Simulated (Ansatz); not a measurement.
# Cu3Au (Pm-3m): equation of state

An exercise on one series of results from a longer session: the logs are not shown, and one member is left open.

Program: Ansatz 0.2.0. Level of theory: DFT PBE, scalar-relativistic, plane waves, PAW. These are calculated values, not measurements.

## The structure to begin with

Symmetry: Pm-3m, No. 221, cubic system. Conventional cell: a = 3.780 Å, b = 3.780 Å, c = 3.780 Å, α = 90.00°, β = 90.00°, γ = 90.00°. Around Cu (site symmetry 4/mmm) lie 8 Cu at 2.67 Å and 4 Au at 2.67 Å. Around Au (site symmetry m-3m) lie 12 Cu at 2.67 Å.

Coordinates:

```cif
data_structure
_symmetry_space_group_name_H-M 'Pm-3m'
_symmetry_Int_Tables_number 221
_cell_length_a 3.7797
_cell_length_b 3.7797
_cell_length_c 3.7797
_cell_angle_alpha 90.000
_cell_angle_beta 90.000
_cell_angle_gamma 90.000
_cell_volume 54.00
loop_
_atom_site_label
_atom_site_type_symbol
_atom_site_symmetry_multiplicity
_atom_site_Wyckoff_symbol
_atom_site_fract_x
_atom_site_fract_y
_atom_site_fract_z
_atom_site_occupancy
Cu1 Cu 3 c 0.00000 0.50000 0.50000 1
Au1 Au 1 a 0.00000 0.00000 0.00000 1
```

An earlier run at PBE left this cell at 13.500 Å³/atom and 0.04 GPa (10×10×10 mesh).

Volume factors to run: 0.980, 1.020, 0.960, 1.040.

The first run:

The input, input.yaml:

```yaml
crystal:
  lattice:
    - [3.7543556306, 0.0, 0.0]
    - [0.0, 3.7543556306, 0.0]
    - [0.0, 0.0, 3.7543556306]
  atoms:
    - { symbol: Cu, position: [0.0, 0.5, 0.5] }
    - { symbol: Cu, position: [0.5, 0.0, 0.5] }
    - { symbol: Cu, position: [0.5, 0.5, 0.0] }
    - { symbol: Au, position: [0.0, 0.0, 0.0] }
basis:
  ecutwfc: 420
  ecutrho_ratio: 4
kpoints:
  mp_grid: { grid: [10, 10, 10] }
hamiltonian:
  xc: pbe
scf:
  occupations: { method: gaussian, width: 0.05 }
output:
  forces: true
  stress: true
  eigenvalues: true
```

Started as:

```sh
> ansatz run input.yaml --threads 1 --pin off --max-ram 2560MiB --backend cpu --events-out ev --progress --plain --runs-dir out
```

Steps of the session up to this table: Scaling the volume by 0.980; Volume × 1.020; At 0.960 of the relaxed volume; Scaling the volume by 1.040.

One of the session's tables, all rows but one given; the rest of the session is left out.

It belongs to the step «The fit». 

```
volume (Å³/atom)  energy (meV/atom)  pressure (GPa)
          12.960              10.28            6.37
          13.230                  ?               ?
          13.500               0.00            0.04
          13.770               2.14           -2.57
          14.040               8.38           -4.88
```

Q: Estimate the row for volume (Å³/atom) = 13.230 from the others.

Worked estimate for «energy (meV/atom)». A straight line through the neighbours (12.960, 10.28) and (13.500, 0.00) gives 10.28 + (0.00 − 10.28) × (13.230 − 12.960) / (13.500 − 12.960) = 5.14; a parabola fitted to 3 rows on both sides gives 2.71.

The run gave: energy (meV/atom): 2.50; pressure (GPa): 2.99. In «energy (meV/atom)» the line misses by +2.64 and the parabola by +0.21.
